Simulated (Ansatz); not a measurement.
NaBr (rock salt): values from a third-order Birch-Murnaghan fit to a volume scan beside measured ones. Computed values: r2SCAN (plane waves to 500 eV, PAW, scalar-relativistic; Ansatz, a program for electronic structure). NaBr was relaxed with its symmetry unable to fall.

```
quantity                reference                                     kind  r2SCAN  difference
----------------------  ---------  ---------------------------------------  ------  ----------
Lattice constant a (Å)      5.926  measured at or taken to low temperature   5.948      +0.4 %
Bulk modulus B₀ (GPa)        22.6  measured at or taken to low temperature    22.4      -0.9 %
```

r2SCAN overestimates the lattice constant a by 0.4 %. For the bulk modulus B₀ it lies within 5 % of the reference.

References as given in: Klaus Doll, Hermann Stoll, Physical review. B, Condensed matter (1998), arXiv:cond-mat/9801031.

(A scan under strain: stresses follow from slopes of the energy per volume, elastic moduli from its curvatures.)
